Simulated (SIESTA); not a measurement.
**HfB2 in SIESTA: the effect of basis**

Crystal: HfB2.

```
CELL_PARAMETERS angstrom
3.14000 0.00000 0.00000
-1.57000 2.71932 0.00000
0.00000 0.00000 3.48000
ATOMIC_POSITIONS crystal
Hf 0.00000 0.00000 0.00000
B 0.66667 0.33333 0.50000
B 0.33333 0.66667 0.50000
```

Alike in all runs:

* Program: SIESTA 5.4.2
* Task: single point
* Functional: PBE
* Potentials or basis: PseudoDojo 0.4 standard (PBE files)
* Grid cutoff: 800 Ry
* Energy shift: 0.003 Ry
* k mesh: 7 × 7 × 6
* Occupations: fermi-dirac, width 0.05 eV
* Spin: no spin polarisation

```csv
basis,pressure (GPa)
SZ,10.7
SZP,6.6
DZ,?
DZP,2.6
DZDP,2.6
TZP,2.2
TZDP,2.8
```

Problem. What does the run with basis DZ give?

Solution. Pressure 3.6 GPa.

Caveats: short orbitals over semicore shells can move pressures by several GPa; the basis of atomic orbitals isn't converged, which shifts pressures, moduli and gaps; the basis has no polarisation orbitals (some runs).
